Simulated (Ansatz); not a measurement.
# ZnSiP2: properties at the relaxed cell

One table from this session's results is given with a row withheld; the runs are named, their logs left out.

Method: DFT PBE, scalar-relativistic, plane waves, PAW, in Ansatz 0.2.0.

1 further run of the same task is left out (set aside as unsound or not needed).

## The starting structure

It takes space group I-42d (No. 122, tetragonal). Conventional cell: a = 5.418 Å, b = 5.418 Å, c = 10.538 Å, α = 90.00°, β = 90.00°, γ = 90.00°. Around Zn (site symmetry -4) lie 4 P at 2.38 Å. Si (site symmetry -4) has 4 P at 2.27 Å in its first shell of neighbours. P (site symmetry 2) has 2 Si at 2.27 Å and 2 Zn at 2.38 Å in its first shell of neighbours.

Coordinates:

```
CELL_PARAMETERS angstrom
-2.70891 2.70891 5.26882
2.70891 -2.70891 5.26882
2.70891 2.70891 -5.26882
ATOMIC_POSITIONS crystal
Zn 0.00000 0.00000 0.00000
Zn 0.75000 0.25000 0.50000
Si 0.50000 0.50000 0.00000
Si 0.25000 0.75000 0.50000
P 0.37500 0.39225 0.51725
P 0.87500 0.85775 0.48275
P 0.60775 0.12500 0.98275
P 0.14225 0.62500 0.01725
```

It goes back to an entry of the Materials Project.

It is the result of an earlier relaxation at this level (volume 19.33 Å³/atom; gap on the mesh: 1.36 eV).

Set-up of the first run:

input.yaml reads:

```yaml
crystal:
  lattice:
    - [-2.7089149145, 2.7089149145, 5.2688227675]
    - [2.7089149145, -2.7089149145, 5.2688227675]
    - [2.7089149145, 2.7089149145, -5.2688227675]
  atoms:
    - { symbol: Zn, position: [0.0, 0.0, 0.0] }
    - { symbol: Zn, position: [0.75, 0.25, 0.5] }
    - { symbol: Si, position: [0.5, 0.5, 0.0] }
    - { symbol: Si, position: [0.25, 0.75, 0.5] }
    - { symbol: P, position: [0.375, 0.392248443, 0.517248443] }
    - { symbol: P, position: [0.875, 0.857751557, 0.482751557] }
    - { symbol: P, position: [0.607751557, 0.125, 0.982751557] }
    - { symbol: P, position: [0.142248443, 0.625, 0.017248443] }
basis:
  ecutwfc: 420
kpoints:
  mp_grid: { grid: [8, 8, 8] }
  band_path:
    path:
      - [[0.0, 0.0, 0.0], [0.0, 0.0, 0.5], [0.25, 0.25, 0.25], [0.0, 0.5, 0.0], [0.0, 0.0, 0.0], [0.5, 0.5, -0.5], [0.3160851, 0.6839149, -0.3160851]]
      - [[-0.3160851, 0.3160851, 0.3160851], [0.0, 0.0, 0.0]]
      - [[0.0, 0.0, 0.5], [-0.1321702, 0.1321702, 0.5]]
      - [[0.5, 0.5, -0.1321702], [0.5, 0.5, -0.5]]
    npoints: 14
hamiltonian:
  xc: pbe
scf:
  occupations: { method: gaussian, width: 0.02 }
  n_extra_bands: 20
output:
  forces: true
  stress: true
  eigenvalues: true
  populations: true
  dos: { projected: true, de: 0.02, nscf_kmesh: { grid: [12, 12, 12] } }
  bader: true
  write_density: true
  write_potential: true
  elf: true
  volumetric_format: npy
```

Command:

```sh
> ansatz run input.yaml --threads 2 --pin off --max-ram 5120MiB --backend cpu --events-out ev --progress --plain --runs-dir out
```

Steps of the session up to this table: Bands, states and charges; Seeking the band edges over the whole zone; Eigenvalues a small step from each edge; The cell scaled to 0.97 of its volume; Point at V/V0 = 1.03; The cell scaled to 0.94 of its volume; The cell scaled to 1.06 of its volume.

One of the session's tables, all rows but one given; the rest of the session is left out.

It belongs to the step «Fit of the equation of state». 

| volume (Å³/atom) | energy above the lowest point (meV/atom) | pressure (GPa) | gap on the mesh (eV) |
| --- | --- | --- | --- |
| 18.172 | 20.8 | 6.04 | 1.21 |
| 18.752 | 5.0 | 2.79 | 1.29 |
| 19.332 | 0.0 | 0.04 | 1.36 |
| 19.912 | ? | ? | ? |
| 20.492 | 16.2 | -4.27 | 1.48 |

**Question.** Estimate the row for volume (Å³/atom) = 19.912.

Worked estimate for «energy above the lowest point (meV/atom)». A straight line through the neighbours (19.332, 0.0) and (20.492, 16.2) gives 0.0 + (16.2 − 0.0) × (19.912 − 19.332) / (20.492 − 19.332) = 8.1; a parabola fitted to 3 rows on both sides gives 3.7.

The run gave: energy above the lowest point (meV/atom): 4.2; pressure (GPa): -2.30; gap on the mesh (eV): 1.42. In «energy above the lowest point (meV/atom)» the line misses by +3.9 and the parabola by -0.5.
